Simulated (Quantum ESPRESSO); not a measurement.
# Fe under changes of volume

One of the cells (12.019 Å³/atom); the others are scaled copies at fixed shape and fractional positions:

```xyz
1
Lattice="-1.4430 1.4430 1.4430 1.4430 -1.4430 1.4430 1.4430 1.4430 -1.4430" Properties=species:S:1:pos:R:3 pbc="T T T"
Fe    0.0000    0.0000    0.0000
```

- Program: Quantum ESPRESSO 7.5
- Functional: PBEsol
- Potentials or basis: GBRV 1.5 PBEsol
- Cutoff: 762 eV
- Density cutoff: 6095 eV
- k mesh: 13 × 13 × 13
- Occupations: fermi-dirac, width 0.05 eV
- Spin: collinear spin, ferromagnetic start
- Starting moments: [3.0] μB

```csv
volume (Å³/atom),energy over the lowest point (meV/atom),pressure (GPa),moment (μB per cell)
11.298,0.00,-8.2,2.19
11.538,14.78,-11.1,2.25
11.778,33.21,-13.5,2.31
12.019,?,?,?
12.259,79.83,-16.7,2.47
12.499,105.04,-17.5,2.55
12.740,132.07,-19.0,2.60
```

Question: What does the run at 12.019 Å³/atom give?

Answer: Energy over the lowest point 55.23 meV/atom; pressure -15.6 GPa; moment 2.38 μB per cell.

Worked out: A Birch-Murnaghan fit of order 3 (a polynomial in V^(-2/3)) to the other rows has no minimum within the range. It gives 55.40 meV/atom at 12.019 Å³/atom, against the run's 55.23, and -dE/dV = -15.5 GPa, against -15.6. A parabola through the other rows of the moment, of slope 0.296 μB per Å³/atom there, gives 2.39 μB, against the run's 2.38.

Energies are extrapolated to zero smearing.
